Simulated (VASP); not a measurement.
Input of a VASP 6.6.1 run:

The input POSCAR:

```
BaTe
1.0
    0.0000000000      3.3256025000      3.3256025000
    3.3256025000      0.0000000000      3.3256025000
    3.3256025000      3.3256025000      0.0000000000
Ba Te
1 1
Direct
    0.0000000000      0.0000000000      0.0000000000
    0.5000000000      0.5000000000      0.5000000000
```

The input INCAR.step1:

```
ALGO = Normal ; EDIFF = 1E-4
ENCUT = 520 ; GGA = PE
ISMEAR = 0 ; LASPH = T
LCHARG = F ; LREAL = F
LWAVE = T ; NBANDS = 15
NELM = 100 ; PREC = Accurate
SIGMA = 0.02
```

INCAR.step2

```
ALGO = Normal ; EDIFF = 1E-6
ENCUT = 520 ; ISIF = 2
ISMEAR = 0 ; ISTART = 1
LASPH = T ; LCHARG = F
LMIXTAU = T ; LREAL = F
LWAVE = F ; METAGGA = R2SCAN
NBANDS = 15 ; NELM = 100
PREC = Accurate ; SIGMA = 0.02
```

Contents of KPOINTS:

```
k-points
0
Gamma
  8 8 8
```

Potentials or basis: VASP PAW PBE potentials, release 64 (Ba_sv, Te).

The run is started by

```bash
$ cat potpaw_PBE.64/Ba_sv/POTCAR potpaw_PBE.64/Te/POTCAR > POTCAR
$ cp INCAR.step1 INCAR
$ mpirun -np 1 vasp_std > vasp.out
$ cp INCAR.step2 INCAR
$ mpirun -np 1 vasp_std > vasp.out
```

**Question.** What does it give for the pressure?

**Answer.** 8.8 GPa.

**Question.** What does it give for the band gap on the k mesh?

**Answer.** 1.47 eV, indirect (least direct gap 1.83 eV).

Caveat: the PAW data sets were made with another functional, which shifts forces and pressure a little; spin-orbit coupling is left out, which moves the levels of the heavy elements. A k mesh can miss the band edges.
